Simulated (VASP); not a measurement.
# HfO₂, relaxation of the atoms: which settings are enough?

HfO₂, P1 (no. 1), 6 atoms in the cell. PBE; PAW potentials Hf_pv, O (PBE set). VASP 6.6.1.

Wanted: energy within 2 meV/atom; shortest distances from each atom, periodic images included within 0.005 Å.

What the run is for: geometry; Accuracy asked: standard.

POSCAR:
```
HfO2
1.0
    3.5580193300      0.0000000000      0.0000000000
    0.0000000000      3.5580193300      0.0000000000
    0.0000000000      0.0000000000      5.1718612100
Hf O
2 4
Direct
   -0.0119430000      0.0023280000     -0.0033780000
    0.4874430000      0.4964650000      0.4958120000
   -0.0094030000      0.4913890000      0.1952050000
    0.4952610000      0.0005270000      0.3055590000
    0.5052750000      0.0043360000      0.8043870000
    0.0094930000      0.5183810000      0.7021480000
```

The series start from Plane-wave cutoff (eV): 520; k-point mesh: 4 × 4 × 3; Ionic threshold (EDIFFG): -0.01; Electronic threshold (eV): 1e-6; Precision mode (PREC): Accurate; Relaxation algorithm: IBRION=2; Electronic steps between moves: NELMIN=4 ALGO=Normal. Each series keeps the choices made before it, and each single choice may use up half of a tolerance.

## Plane-wave cutoff (eV)

| Plane-wave cutoff (eV) | Energy less reference (meV/atom) | Shortest distances from each atom, periodic images included, largest deviation (Å) | Time (s) |
|---|---|---|---|
| 360 | -20.5 | 0.0044 | 48 |
| 400 | -10.3 | 0.0018 | 54 |
| 460 | 0.4 | 0.0004 | 70 |
| 520 | 3.0 | 0.0003 | 82 |
| 640 (reference) | 0.0 | 0.0000 | 103 |

Chosen: 640; the next looser run is off by more than half of the tolerance, so convergence isn't shown beyond this value.

## k-point mesh

| k-point mesh | Energy less reference (meV/atom) | Shortest distances from each atom, periodic images included, largest deviation (Å) | Time (s) |
|---|---|---|---|
| 2 × 2 × 2 | 43.6 | 0.1967 | 102 |
| 3 × 3 × 2 | 7.9 | 0.0034 | 92 |
| 4 × 4 × 3 | 0.2 | 0.0006 | 103 |
| 5 × 5 × 4 | 0.0 | 0.0002 | 158 |
| 6 × 6 × 5 (reference) | 0.0 | 0.0000 | 240 |

Chosen: 4 × 4 × 3, the loosest value from which every tighter one stays within half of the tolerance.

## Ionic threshold (EDIFFG)

| Ionic threshold (EDIFFG) | Energy less reference (meV/atom) | Shortest distances from each atom, periodic images included, largest deviation (Å) | Time (s) |
|---|---|---|---|
| -0.1 | 0.2 | 0.0400 | 35 |
| -0.05 | 0.1 | 0.0315 | 51 |
| -0.02 | 0.0 | 0.0045 | 103 |
| -0.01 | 0.0 | 0.0022 | 103 |
| -0.005 | 0.0 | 0.0007 | 119 |
| -0.002 (reference) | 0.0 | 0.0000 | 124 |

Chosen: -0.01.

## Electronic threshold (eV)

| Electronic threshold (eV) | Energy less reference (meV/atom) | Shortest distances from each atom, periodic images included, largest deviation (Å) | Time (s) |
|---|---|---|---|
| 0.0001 | 0.0 | 0.0138 | 102 |
| 1e-5 | 0.0 | 0.0014 | 103 |
| 1e-6 | 0.0 | 0.0019 | 103 |
| 1e-7 (reference) | 0.0 | 0.0000 | 122 |

Chosen: 1e-5.

## Precision mode (PREC)

| Precision mode (PREC) | Energy less reference (meV/atom) | Shortest distances from each atom, periodic images included, largest deviation (Å) | Time (s) |
|---|---|---|---|
| Normal | 0.0 | 0.0050 | 63 |
| Accurate (reference) | 0.0 | 0.0000 | 103 |

Chosen: Accurate; the one before it in the list is off by more than half of the tolerance.

## Relaxation algorithm

| Relaxation algorithm | Energy less reference (meV/atom) | Shortest distances from each atom, periodic images included, largest deviation (Å) | Time (s) |
|---|---|---|---|
| IBRION=2 | 0.0 | 0.0000 | 103 |
| IBRION=2 POTIM=0.2 | 0.0 | 0.0004 | 126 |
| IBRION=2 POTIM=0.8 | 0.0 | 0.0029 | 142 |
| IBRION=1 | 0.0 | 0.0169 | 69 |
| IBRION=1 POTIM=0.2 | 0.0 | 0.0120 | 91 |
| IBRION=1 POTIM=0.3 NFREE=10 | 0.0 | 0.0028 | 69 |
| IBRION=3 POTIM=0.2 SMASS=0.4 | 0.0 | 0.0077 | 123 |
| IBRION=3 POTIM=0.3 | 0.0 | 0.0128 | 159 |

Chosen: IBRION=2; no other choice that stays within half of the tolerance saves 30 % of the time.

## Electronic steps between moves

| Electronic steps between moves | Energy less reference (meV/atom) | Shortest distances from each atom, periodic images included, largest deviation (Å) | Time (s) |
|---|---|---|---|
| NELMIN=4 ALGO=Normal | 0.0 | 0.0000 | 103 |
| ALGO=Normal | 0.0 | 0.0015 | 149 |
| NELMIN=4 MAXMIX=40 ALGO=Normal | 0.0 | 0.0019 | 200 |
| NELMIN=4 ALGO=Fast | 0.0 | 0.0019 | 141 |
| NELMIN=4 MAXMIX=40 ALGO=Fast | 0.0 | 0.0080 | 133 |

Chosen: NELMIN=4 ALGO=Normal.

## All choices together

| Input | Energy less reference (meV/atom) | Shortest distances from each atom, periodic images included, largest deviation (Å) | Time (s) |
|---|---|---|---|
| the program's defaults (naive) | -10.4 | 0.0399 | 7.5 |
| chosen settings | 0.2 | 0.0008 | 103 |
| reference settings throughout | 0.0 | 0.0000 | 353 |

The chosen settings stay within the tolerance of the reference run, but the reference itself isn't shown to be converged in: Plane-wave cutoff (eV).

## The input

INCAR:
```
SYSTEM = HfO2
GGA      = PE             ! functional
ISMEAR   = 0              ! smearing method
SIGMA    = 0.03           ! smearing width, eV
LWAVE    = .False.        ! write WAVECAR
LCHARG   = .False.        ! write CHGCAR
ISIF     = 2              ! what is computed and relaxed
NSW      = 120            ! ionic steps
PREC     = Accurate       ! precision mode
LASPH    = .True.         ! aspherical terms in the spheres
LREAL    = .False.        ! projectors in reciprocal space
ALGO     = Normal         ! electronic algorithm
EDIFF    = 1E-5           ! SCF threshold, eV
NELM     = 120            ! most SCF steps
GGA_COMPAT= .False.      
IBRION   = 2              ! ionic algorithm
EDIFFG   = -0.01          ! ionic threshold
NELMIN   = 4            
ENCUT    = 640            ! plane-wave cutoff, eV
EFERMI   = MIDGAP       
KPAR     = 8             
```

KPOINTS:
```
Automatic mesh
0
Gamma
  4 4 3
  0 0 0
```

Commands:
```
cat potpaw_PBE.64/Hf_pv/POTCAR potpaw_PBE.64/O/POTCAR > POTCAR
mpirun -np 8 vasp_std > vasp.out
```

The chosen input took VASP 6.6.1 103 s on 8 cores (AMD EPYC 7R13 (Zen 3)), a shared host.

## An input that fails: too few ionic steps

It gives no converged result.

Changes against the starting input:
```
- NSW = 120
- NELM = 120
+ NSW = 3
+ NELM = 58
```
